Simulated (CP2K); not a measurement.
Runs of CP2K 2026.2 on Sn. Symmetry: I4_1/amd, No. 141, tetragonal system. The conventional cell has a = 5.880 Å, b = 5.880 Å, c = 3.199 Å, α = 90.00°, β = 90.00°, γ = 90.00°. Sn (site symmetry -4m2) has 6 Sn at 3.05 to 3.20 Å as nearest neighbours. 

| level | gap on the mesh (eV) | pressure (GPa) |
| --- | --- | --- |
| PBEsol | none | 1.8 |
| PBE | none | 2.4 |
| OLYP | none | (b) |
| LDA | none | (a) |
| HLE17 | none | -1.0 |

Alike in all rows: task band structure; potentials or basis POTENTIAL_UZH Sn GTH-PBE-q4; TZVP-MOLOPT-PBE-GTH basis; no spin polarisation; cell as given; k mesh 9 × 9 × 9; smearing fermi-dirac 0.05 eV.

Q: Fill in the values left out.

A: (a) 2.1; (b) 1.1.

Caveats: spin-orbit coupling is left out, which moves the levels of the heavy elements; the basis of atomic orbitals isn't converged, which shifts pressures, moduli and gaps; the potentials were made for another functional, which shifts forces and pressure (some runs); the potentials were made for a functional far from this one (some runs).

A k mesh can miss the band edges, and the runs leave out spin-orbit coupling on Sn.

A gap of «none» marks a metal or a gap under the smearing width.
